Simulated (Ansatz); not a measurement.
AlN, DFT, PBEsol, all-electron LAPW, scalar-relativistic (Ansatz 0.2.0), run on 1 thread of Arm Neoverse V1 on a shared host.

The cell is COD entry 9008860, as deposited and not checked against the literature; nothing was relaxed. The listed cell was then made from it by scaling, straining or moving an atom.

Command: `ansatz run input.yaml --threads 1 --pin off --max-ram 4096MiB --backend cpu --events-out ev --progress --plain --runs-dir out`

```yaml
crystal:
  lattice:
    - [3.1421121731, 0.0, 0.0]
    - [-1.5710560866, 2.7211489634, 0.0]
    - [0.0, 0.0, 4.978]
  atoms:
    - { symbol: Al, position: [0.3333333333, 0.6666666667, 0.0] }
    - { symbol: Al, position: [0.6666666667, 0.3333333333, 0.5] }
    - { symbol: "N", position: [0.3333333333, 0.6666666667, 0.385] }
    - { symbol: "N", position: [0.6666666667, 0.3333333333, 0.885] }
kpoints:
  mp_grid: { grid: [10, 10, 6] }
  band_path:
    path:
      - [0.0, 0.0, 0.0]
      - [0.5, 0.0, 0.0]
      - [0.3333333333, 0.3333333333, 0.0]
      - [0.0, 0.0, 0.0]
      - [0.0, 0.0, 0.5]
      - [0.5, 0.0, 0.5]
      - [0.3333333333, 0.3333333333, 0.5]
      - [0.0, 0.0, 0.5]
      - [0.5, 0.0, 0.5]
    npoints: 5
scf:
  occupations: { method: fermi_dirac, width: 0.03 }
hamiltonian:
  xc: pbesol
  pseudopotentials: { kind: all_electron, lapw: { basis_error: 0.001 } }
output:
  forces: true
  stress: true
  eigenvalues: true
```

How large is the problem that the program sets up?

56 irreducible k-points, 687 plane waves at Γ, 22 bands.

Estimate the wall time and the peak memory.

48 s of wall time for 8 SCF iterations, with a peak of 0.37 GiB. Times on shared machines scatter by tens of per cent.
